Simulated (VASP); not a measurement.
Write the native input for VASP 6.6.1 that does the following.

```yaml
Task: relaxation of cell and atoms
Functional: PBE
Potentials_or_basis: VASP PAW PBE potentials, release 64 (Mo_sv)
Cutoff: 520 eV
k_mesh: 18 × 18 × 18
Occupations: gaussian, width 0.1 eV
Spin: collinear spin, ferromagnetic start
Starting_moments: "[1] μB"
Further_INCAR_settings: ALGO = Normal; EDIFF = 1e-07; IBRION = 2; EDIFFG = -0.002; NSW = 80; ISIF = 3
```

The structure of Mo lies in POSCAR:

```
Mo                                      
1.0
   -1.5812161046      1.5812161046      1.5812161046
    1.5812161046     -1.5812161046      1.5812161046
    1.5812161046      1.5812161046     -1.5812161046
  Mo            
     1
Direct
     0.0000000000000000    0.0000000000000000    0.0000000000000000
```

The input as run:

INCAR

```
PREC     = Accurate       # precision mode
ENCUT    = 520            # plane-wave cutoff, eV
EDIFF    = 1E-7           # SCF threshold, eV
ISMEAR   = 0              # smearing method
SIGMA    = 0.1            # smearing width, eV
LREAL    = F              # projectors in reciprocal space
LASPH    = T              # aspherical terms in the spheres
NELM     = 100            # most SCF steps
ALGO     = Normal         # electronic algorithm
ISIF     = 3              # what is computed and relaxed
LWAVE    = F              # write WAVECAR
LCHARG   = F              # write CHGCAR
ISPIN    = 2              # spin polarisation
MAGMOM   = 1              # initial moments
LORBIT   = 11             # projections on sites
LMAXMIX  = 4              # l up to which the mixer works
GGA      = PE             # functional
IBRION   = 2              # ionic algorithm
NSW      = 80             # ionic steps
EDIFFG   = -0.002         # ionic threshold
```

KPOINTS

```
Automatic mesh
0
Gamma
  18 18 18
```

Potentials or basis: VASP PAW PBE potentials, release 64 (Mo_sv).

The run is started by

```sh
$ cat potpaw_PBE.64/Mo_sv/POTCAR > POTCAR
$ mpirun -np 1 vasp_std > vasp.out
```

Results of the run:

The pressure after relaxing is 0.0 GPa, the band gap on the k mesh is none (metal or under the smearing width) and the net moment is 0.00 μB per cell. The valence electrons inside the program's atomic spheres are Mo 12.47.

Caveat: the relaxation stopped at its first step, so nothing moved.

It took 65 s on 1 thread of Intel(R) Xeon(R) Platinum 8375C CPU @ 2.90GHz (Ice Lake), with other jobs on the host, peak memory 0.17 GiB.
